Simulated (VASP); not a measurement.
Si, 6 atoms in the cell. The structure is cubic, space group Pm-3n (No. 223). Conventional cell: a = 4.657 Å, b = 4.657 Å, c = 4.657 Å, α = 90.00°, β = 90.00°, γ = 90.00°. Around Si (site symmetry -4m2) lie 2 Si at 2.33 Å. The cell was built by a generator and needn't be a form met in nature. The cell isn't the ideal one: random cell by space group and Wyckoff sites (Pm-3n, No. 223).

* Program: VASP 6.6.1
* Task: relaxation of cell and atoms
* Functional: PBE
* Potentials or basis: VASP PAW PBE potentials, release 64 (Si)
* Cutoff: 600 eV
* k mesh: 8 × 8 × 8
* Occupations: gaussian, width 0.1 eV
* Spin: no spin polarisation
* Dipole correction: no
* Further INCAR settings: ALGO = Fast; EDIFF = 1e-06; IBRION = 2; EDIFFG = -0.01; NSW = 100; ISIF = 3

Potentials or basis: VASP PAW PBE potentials, release 64 (Si).

The run is started by

```console
$ cat potpaw_PBE.64/Si/POTCAR > POTCAR
$ mpirun -np 1 vasp_std > vasp.out
```

Hardware: 1 thread of Intel(R) Xeon(R) 6975P-C (Granite Rapids), on a shared host.

How long does it take, and how much memory?

Run time: 37 s on 1 thread of Intel(R) Xeon(R) 6975P-C (Granite Rapids), with other jobs on the host, peak memory 0.25 GiB. Counts: scf iterations 18, k points 35, ion steps 2.
